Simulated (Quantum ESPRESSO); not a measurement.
# MnS (P6_3mc) in Quantum ESPRESSO: band structure with r2SCAN

Aim: the band structure of MnS with r2SCAN.

All numbers are computed with Quantum ESPRESSO 7.5; they aren't measurements. Logs are shortened: lines on timing, memory, paths and dates and some standing lists are left out, and cuts for length are marked.

### Step 1. The structure

The structure is hexagonal, space group P6_3mc (No. 186). Conventional cell: a = 3.954 Å, b = 3.954 Å, c = 6.343 Å, α = 90.00°, β = 90.00°, γ = 120.00°. Around Mn (site symmetry 3m) lie 4 S at 2.36 to 2.42 Å. S (site symmetry 3m) is surrounded by 4 Mn at 2.36 to 2.42 Å.

The cell is a database's computed one.

### Step 2. Band structure, r2SCAN, collinear spin, ferromagnetic start

Contents of pw.in:

```
&CONTROL
  calculation = 'scf'
  prefix = 'pwscf'
  outdir = './tmp'
  pseudo_dir = './pseudo'
  tprnfor = .true.
  disk_io = 'low'
/
&SYSTEM
  ibrav = 0
  celldm(1) = 8
  nat = 4
  ntyp = 2
  ecutwfc = 70
  nbnd = 33
  input_dft = 'r2scan'
  occupations = 'smearing'
  smearing = 'fd'
  degauss = 0.00367493
  nspin = 2
  starting_magnetization(1) = 0.2667
  starting_magnetization(2) = 0
  nosym = .true.
/
&ELECTRONS
  conv_thr = 1d-08
  electron_maxstep = 120
  mixing_beta = 0.3
/
ATOMIC_SPECIES
Mn    54.9380 Mn_ONCV_PBE-1.2.upf
S     32.0600 S_ONCV_PBE-1.2.upf
CELL_PARAMETERS alat
  0.9338971997097   0.0000000000000   0.0000000000000
 -0.4669485998667   0.8087786994732   0.0000000000000
  0.0000000000000   0.0000000000000   1.4982053103669
ATOMIC_POSITIONS crystal
Mn     0.6666666667    0.3333333333    0.4988446700
Mn     0.3333333333    0.6666666667    0.9988446700
S      0.3333333333    0.6666666667    0.6261543000
S      0.6666666667    0.3333333333    0.1261543000
K_POINTS automatic
7 7 3 0 0 0
```

Contents of bands.in:

```
&CONTROL
  calculation = 'bands'
  prefix = 'pwscf'
  outdir = './tmp'
  pseudo_dir = './pseudo'
  disk_io = 'low'
  verbosity = 'high'
/
&SYSTEM
  ibrav = 0
  celldm(1) = 8
  nat = 4
  ntyp = 2
  ecutwfc = 70
  nbnd = 33
  input_dft = 'r2scan'
  occupations = 'smearing'
  smearing = 'fd'
  degauss = 0.00367493
  nspin = 2
  starting_magnetization(1) = 0.2667
  starting_magnetization(2) = 0
  nosym = .true.
/
&ELECTRONS
  conv_thr = 1d-08
  electron_maxstep = 120
  mixing_beta = 0.3
  diago_full_acc = .true.
  startingwfc = 'random'
/
ATOMIC_SPECIES
Mn    54.9380 Mn_ONCV_PBE-1.2.upf
S     32.0600 S_ONCV_PBE-1.2.upf
CELL_PARAMETERS alat
  0.9338971997097   0.0000000000000   0.0000000000000
 -0.4669485998667   0.8087786994732   0.0000000000000
  0.0000000000000   0.0000000000000   1.4982053103669
ATOMIC_POSITIONS crystal
Mn     0.6666666667    0.3333333333    0.4988446700
Mn     0.3333333333    0.6666666667    0.9988446700
S      0.3333333333    0.6666666667    0.6261543000
S      0.6666666667    0.3333333333    0.1261543000
K_POINTS crystal
60
 0.0000000000  0.0000000000  0.0000000000 1
 0.0714285714  0.0000000000  0.0000000000 1
 0.1428571429  0.0000000000  0.0000000000 1
 0.2142857143  0.0000000000  0.0000000000 1
 0.2857142857  0.0000000000  0.0000000000 1
 0.3571428571  0.0000000000  0.0000000000 1
 0.4285714286  0.0000000000  0.0000000000 1
 0.5000000000  0.0000000000  0.0000000000 1
 0.4583333333  0.0833333333  0.0000000000 1
 0.4166666667  0.1666666667  0.0000000000 1
 0.3750000000  0.2500000000  0.0000000000 1
 0.3333333333  0.3333333333  0.0000000000 1
 0.2962962963  0.2962962963  0.0000000000 1
 0.2592592593  0.2592592593  0.0000000000 1
 0.2222222222  0.2222222222  0.0000000000 1
 0.1851851852  0.1851851852  0.0000000000 1
 0.1481481481  0.1481481481  0.0000000000 1
 0.1111111111  0.1111111111  0.0000000000 1
 0.0740740741  0.0740740741  0.0000000000 1
 0.0370370370  0.0370370370  0.0000000000 1
 0.0000000000  0.0000000000  0.0000000000 1
 0.0000000000  0.0000000000  0.1250000000 1
 0.0000000000  0.0000000000  0.2500000000 1
 0.0000000000  0.0000000000  0.3750000000 1
 0.0000000000  0.0000000000  0.5000000000 1
 0.0625000000  0.0000000000  0.5000000000 1
 0.1250000000  0.0000000000  0.5000000000 1
 0.1875000000  0.0000000000  0.5000000000 1
 0.2500000000  0.0000000000  0.5000000000 1
 0.3125000000  0.0000000000  0.5000000000 1
 0.3750000000  0.0000000000  0.5000000000 1
 0.4375000000  0.0000000000  0.5000000000 1
 0.5000000000  0.0000000000  0.5000000000 1
 0.4666666667  0.0666666667  0.5000000000 1
 0.4333333333  0.1333333333  0.5000000000 1
 0.4000000000  0.2000000000  0.5000000000 1
 0.3666666667  0.2666666667  0.5000000000 1
 0.3333333333  0.3333333333  0.5000000000 1
 0.3030303030  0.3030303030  0.5000000000 1
 0.2727272727  0.2727272727  0.5000000000 1
 0.2424242424  0.2424242424  0.5000000000 1
 0.2121212121  0.2121212121  0.5000000000 1
 0.1818181818  0.1818181818  0.5000000000 1
 0.1515151515  0.1515151515  0.5000000000 1
 0.1212121212  0.1212121212  0.5000000000 1
 0.0909090909  0.0909090909  0.5000000000 1
 0.0606060606  0.0606060606  0.5000000000 1
 0.0303030303  0.0303030303  0.5000000000 1
 0.0000000000  0.0000000000  0.5000000000 1
 0.5000000000  0.0000000000  0.5000000000 1
 0.5000000000  0.0000000000  0.4000000000 1
 0.5000000000  0.0000000000  0.3000000000 1
 0.5000000000  0.0000000000  0.2000000000 1
 0.5000000000  0.0000000000  0.1000000000 1
 0.5000000000  0.0000000000  0.0000000000 1
 0.3333333333  0.3333333333  0.0000000000 1
 0.3333333333  0.3333333333  0.1250000000 1
 0.3333333333  0.3333333333  0.2500000000 1
 0.3333333333  0.3333333333  0.3750000000 1
 0.3333333333  0.3333333333  0.5000000000 1
```

Potentials or basis: SG15 PBE 1.2.

Launch:

```bash
$ OMP_NUM_THREADS=1 mpirun -n 2 pw.x -nk 2 -in pw.in > pw.out
$ OMP_NUM_THREADS=1 mpirun -n 2 pw.x -nk 2 -in bands.in > bands.out
```

pw.out:

```text
This program is part of the open-source Quantum ESPRESSO suite
     for quantum simulation of materials; please cite
         "P. Giannozzi et al., J. Phys.:Condens. Matter 21 395502 (2009);
         "P. Giannozzi et al., J. Phys.:Condens. Matter 29 465901 (2017);
         "P. Giannozzi et al., J. Chem. Phys. 152 154105 (2020);
     in publications or presentations arising from this work. More details at

     IMPORTANT: XC functional enforced from input :
     Exchange-correlation= R2SCAN
                           (   0   0   0   0   0 497 498)
     Any further DFT definition will be discarded
     Please, verify this is what you really want

     K-points division:     npool     =       2
     Subspace diagonalization in iterative solution of the eigenvalue problem:
     a serial algorithm will be used

     G-vector sticks info
     --------------------
     sticks:   dense  smooth     PW     G-vecs:    dense   smooth      PW
     Sum        1069    1069    313                45807    45807    7415

     Using Slab Decomposition

     bravais-lattice index     =            0
     lattice parameter (alat)  =       8.0000  a.u.
     unit-cell volume          =     579.3888 (a.u.)^3
     number of atoms/cell      =            4
     number of atomic types    =            2
     number of electrons       =        42.00
     number of Kohn-Sham states=           33
     kinetic-energy cutoff     =      70.0000  Ry
     charge density cutoff     =     280.0000  Ry
     scf convergence threshold =      1.0E-08
     mixing beta               =       0.3000
     number of iterations used =            8  plain     mixing
     Exchange-correlation= R2SCAN
                           (   0   0   0   0   0 497 498)

     celldm(1)=   8.000000  celldm(2)=   0.000000  celldm(3)=   0.000000
     celldm(4)=   0.000000  celldm(5)=   0.000000  celldm(6)=   0.000000

     crystal axes: (cart. coord. in units of alat)
               a(1) = (   0.933897   0.000000   0.000000 )
               a(2) = (  -0.466949   0.808779   0.000000 )
               a(3) = (   0.000000   0.000000   1.498205 )

     reciprocal axes: (cart. coord. in units 2 pi/alat)
               b(1) = (  1.070782  0.618216 -0.000000 )
               b(2) = (  0.000000  1.236432  0.000000 )
               b(3) = (  0.000000 -0.000000  0.667465 )

     PseudoPot. # 1 for Mn read from file:
     Mn_ONCV_PBE-1.2.upf
     Pseudo is Norm-conserving, Zval = 15.0
     Generated using ONCVPSP code by D. R. Hamann
     Using radial grid of  602 points,  6 beta functions with:
                l(1) =   0
                l(2) =   0
                l(3) =   1
                l(4) =   1
                l(5) =   2
                l(6) =   2

     PseudoPot. # 2 for S  read from file:
     S_ONCV_PBE-1.2.upf
     Pseudo is Norm-conserving, Zval =  6.0
     Generated using ONCVPSP code by D. R. Hamann
     Using radial grid of  602 points,  4 beta functions with:
                l(1) =   0
                l(2) =   0
                l(3) =   1
                l(4) =   1

     atomic species   valence    mass     pseudopotential
     Mn               15.00    54.93800     Mn( 1.00)
     S                 6.00    32.06000     S ( 1.00)

     Starting magnetic structure
     atomic species   magnetization
     Mn              0.267
     S               0.000

     No symmetry found

   Cartesian axes

     site n.     atom                  positions (alat units)
         1        Mn     tau(   1) = (   0.4669486   0.2695929   0.7473717  )
         2        Mn     tau(   2) = (  -0.0000000   0.5391858   1.4964744  )
         3        S      tau(   3) = (  -0.0000000   0.5391858   0.9381077  )
         4        S      tau(   4) = (   0.4669486   0.2695929   0.1890050  )

     number of k points=    74  Fermi-Dirac smearing, width (Ry)=  0.0037
                       cart. coord. in units 2pi/alat
        k(    1) = (   0.0000000   0.0000000   0.0000000), wk =   0.0068027
        k(    2) = (   0.0000000   0.0000000   0.2224884), wk =   0.0136054
        k(    3) = (   0.0000000   0.1766332   0.0000000), wk =   0.0136054
        k(    4) = (   0.0000000   0.1766332   0.2224884), wk =   0.0136054
        k(    5) = (   0.0000000   0.1766332  -0.2224884), wk =   0.0136054
        k(    6) = (   0.0000000   0.3532663   0.0000000), wk =   0.0136054
[... 66 lines left out ...]
        k(   73) = (   0.4589064   0.0883166   0.2224884), wk =   0.0136054
        k(   74) = (   0.4589064   0.0883166  -0.2224884), wk =   0.0136054

     Dense  grid:    45807 G-vectors     FFT dimensions: (  40,  40,  64)

     WARNING: libxc functional with ID  497 depends
      on external parameters: check the user_guide of
      QE if you need to modify them or to check their
      default values.

     WARNING: libxc functional with ID  498 depends
      on external parameters: check the user_guide of
      QE if you need to modify them or to check their
      default values.
     Generating pointlists ...
     new r_m :   0.2303 (alat units)  1.8426 (a.u.) for type    1
     new r_m :   0.2303 (alat units)  1.8426 (a.u.) for type    2

     Initial potential from superposition of free atoms

     starting charge      41.8699, renormalised to      42.0000
     Starting wfcs are random

     Self-consistent Calculation

     iteration #  1     ecut=    70.00 Ry     beta= 0.30
     Davidson diagonalization with overlap
     ethr =  1.00E-02,  avg # of iterations = 11.8

     total energy              =    -439.23320780 Ry
     estimated scf accuracy    <      17.70091109 Ry

     total magnetization       =     9.96 Bohr mag/cell
     absolute magnetization    =     9.96 Bohr mag/cell

     iteration #  2     ecut=    70.00 Ry     beta= 0.30
     Davidson diagonalization with overlap
     ethr =  1.00E-02,  avg # of iterations =  1.0

     total energy              =    -439.43904107 Ry
     estimated scf accuracy    <       8.59802831 Ry

     total magnetization       =     9.99 Bohr mag/cell
     absolute magnetization    =     9.99 Bohr mag/cell

     iteration #  3     ecut=    70.00 Ry     beta= 0.30
     Davidson diagonalization with overlap
     ethr =  1.00E-02,  avg # of iterations =  1.0

     total energy              =    -439.46979203 Ry
     estimated scf accuracy    <       0.02129415 Ry

     total magnetization       =    10.00 Bohr mag/cell
     absolute magnetization    =    10.00 Bohr mag/cell
[... 75 lines left out ...]
     total energy              =    -439.47268342 Ry
     estimated scf accuracy    <       0.00000002 Ry

     total magnetization       =    10.00 Bohr mag/cell
     absolute magnetization    =    10.00 Bohr mag/cell

     iteration # 12     ecut=    70.00 Ry     beta= 0.30
     Davidson diagonalization with overlap
     ethr =  5.46E-11,  avg # of iterations =  4.0

     total energy              =    -439.47268343 Ry
     estimated scf accuracy    <       0.00000001 Ry

     total magnetization       =    10.00 Bohr mag/cell
     absolute magnetization    =    10.00 Bohr mag/cell

     iteration # 13     ecut=    70.00 Ry     beta= 0.30
     Davidson diagonalization with overlap
     ethr =  3.13E-11,  avg # of iterations =  2.0

     Magnetic moment per site  (integrated on atomic sphere of radius R)
     atom   1 (R=0.230)  charge= 12.8388  magn=  4.2894
     atom   2 (R=0.230)  charge= 12.8388  magn=  4.2894
     atom   3 (R=0.230)  charge=  4.0958  magn=  0.1066
     atom   4 (R=0.230)  charge=  4.0958  magn=  0.1066

     End of self-consistent calculation

     Number of k-points >= 100: set verbosity='high' to print the bands.

     the Fermi energy is     8.3015 ev

!    total energy              =    -439.47268343 Ry
     estimated scf accuracy    <          3.8E-09 Ry
     smearing contrib. (-TS)   =      -0.00000006 Ry
     internal energy E=F+TS    =    -439.47268337 Ry

     The total energy is F=E-TS. E is the sum of the following terms:
     one-electron contribution =    -280.28242377 Ry
     hartree contribution      =     149.44195546 Ry
     xc contribution           =     -53.63007543 Ry
     ewald contribution        =    -255.00213964 Ry

     total magnetization       =    10.00 Bohr mag/cell
     absolute magnetization    =    10.00 Bohr mag/cell

     convergence has been achieved in  13 iterations

     Forces acting on atoms (cartesian axes, Ry/au):

     atom    1 type  1   force =     0.00000006    0.00000002    0.01334959
     atom    2 type  1   force =     0.00000008   -0.00000000    0.01334951
     atom    3 type  2   force =    -0.00000008   -0.00000002   -0.01334948
     atom    4 type  2   force =    -0.00000006   -0.00000000   -0.01334962

     Total force =     0.026699     Total SCF correction =     0.000003

=------------------------------------------------------------------------------=
   JOB DONE.
=------------------------------------------------------------------------------=
```

Run time: 23 min. Hardware: 2 MPI ranks of Arm Neoverse V2, shared host; peak memory 0.76 GiB.

Results:

| Item | Value |
| --- | --- |
| Free energy | -5979.3305 eV |
| Largest force | 0.343 eV/Å |
| Band gap on the k mesh | 1.08 eV, indirect (least direct gap 1.51 eV) |
| Band gap along the path | 1.08 eV, indirect (least direct gap 1.51 eV) |
| Net moment | 10.00 μB per cell |
| Absolute moment | 10.00 μB per cell |
| Site moments | Mn +4.29; S +0.11 μB |
| Valence electrons inside the program's atomic spheres | Mn 12.84; S 4.10 |

Forces in eV/Å, atoms in the order of the input:
```
Mn   0.000  0.000  0.343
Mn   0.000  0.000  0.343
S    0.000  0.000 -0.343
S    0.000  0.000 -0.343
```

Levels at the corners of the path, in eV from the valence-band top:
Spin up:
```
point  band 22  band 23  band 24  band 25  band 26  band 27  band 28  band 29  band 30  band 31
    Γ    -1.11    -1.11    -0.04     0.00     0.00     1.51     3.17     6.27     6.27     6.82
    M    -3.33    -2.99    -2.67    -1.54    -0.99     3.80     4.13     4.65     6.67     7.06
    K    -3.11    -3.11    -2.17    -2.17    -1.96     3.82     6.00     6.00     6.78     7.45
    Γ    -1.11    -1.11    -0.04     0.00     0.00     1.51     3.17     6.27     6.27     6.82
    A    -2.05    -0.58    -0.58    -0.58    -0.58     3.13     3.13     6.29     6.29     6.58
    L    -3.55    -1.81    -1.81    -1.65    -1.65     3.41     3.41     5.54     5.54     8.16
    H    -3.41    -2.82    -2.82    -1.54    -1.54     4.82     4.82     5.58     5.58     6.95
    A    -2.05    -0.58    -0.58    -0.58    -0.58     3.13     3.13     6.29     6.29     6.58
    L    -3.55    -1.81    -1.81    -1.65    -1.65     3.41     3.41     5.54     5.54     8.16
    M    -3.33    -2.99    -2.67    -1.54    -0.99     3.80     4.13     4.65     6.67     7.06
    K    -3.11    -3.11    -2.17    -2.17    -1.96     3.82     6.00     6.00     6.78     7.45
    H    -3.41    -2.82    -2.82    -1.54    -1.54     4.82     4.82     5.58     5.58     6.95
```
Spin down:
```
point  band 14  band 15  band 16  band 17  band 18  band 19
    Γ    -3.20    -3.18    -3.18     1.86     1.86     2.11
    M    -3.48    -3.45    -3.17     1.12     1.42     2.00
    K    -3.95    -3.77    -3.77     1.40     1.60     1.60
    Γ    -3.20    -3.18    -3.18     1.86     1.86     2.11
    A    -3.21    -3.21    -3.21     2.29     2.29     2.29
    L    -3.40    -3.32    -3.32     1.67     1.67     2.25
    H    -4.31    -3.08    -3.08     1.54     1.54     2.17
    A    -3.21    -3.21    -3.21     2.29     2.29     2.29
    L    -3.40    -3.32    -3.32     1.67     1.67     2.25
    M    -3.48    -3.45    -3.17     1.12     1.42     2.00
    K    -3.95    -3.77    -3.77     1.40     1.60     1.60
    H    -4.31    -3.08    -3.08     1.54     1.54     2.17
```

Caveat: the potentials were made for another functional, which shifts forces and pressure; only a ferromagnetic start was run, and an antiferromagnetic order may lie lower in energy. r2SCAN opens gaps a little over a GGA but as a rule still falls short of measured ones.
